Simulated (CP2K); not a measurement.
## Be2C under changes of volume

One of the cells (6.765 Å³/atom); the others are scaled copies at fixed shape and fractional positions:

```
C Be
1.0
     3.06177    0.00000    0.00000
     1.53089    2.65157    0.00000
     1.53089    0.88386    2.49993
C Be
1 2
Direct
  0.00000 0.00000 0.00000
  0.75000 0.75000 0.75000
  0.25000 0.25000 0.25000
```

```yaml
Program: CP2K 2026.2
Functional: PBEsol
Potentials_or_basis: POTENTIAL_UZH C GTH-PBE-q4, Be GTH-PBE-q4; TZVP-MOLOPT-PBE-GTH basis
Density_cutoff: 11565 eV
k_mesh: 11 × 11 × 11
Occupations: fermi-dirac, width 0.05 eV
Spin: no spin polarisation
```

```csv
volume (Å³/atom),energy over the lowest point (meV/atom),pressure (GPa),gap on the mesh (eV)
6.359,23.13,16.1,3.28
6.495,11.65,11.2,3.24
6.630,4.19,6.6,3.20
6.765,0.42,2.4,3.16
6.901,0.00,-1.4,3.12
7.036,2.70,-4.9,3.08
7.171,?,?,?
```

Q: What does the run at 7.171 Å³/atom give?

A: Energy over the lowest point 8.25 meV/atom; pressure -8.1 GPa; gap on the mesh 3.04 eV.

Worked out: A Birch-Murnaghan fit of order 3 (a polynomial in V^(-2/3)) to the other rows has its minimum at 6.85 Å³/atom with B0 = V·E''(V) = 193 GPa and B' = 3.1. It gives 8.27 meV/atom at 7.171 Å³/atom, against the run's 8.25, and -dE/dV = -8.2 GPa, against -8.1. A straight line through the other rows of the gap, of slope -1.98 eV per unit of ln V, extrapolates to 3.04 eV, against the run's 3.04.

Energies are extrapolated to zero smearing.

Caveats: the potentials were made for another functional, which shifts forces and pressure; an odd mesh through Γ misses points on the zone boundary, where band edges often lie; the basis of atomic orbitals isn't converged, which shifts pressures, moduli and gaps.
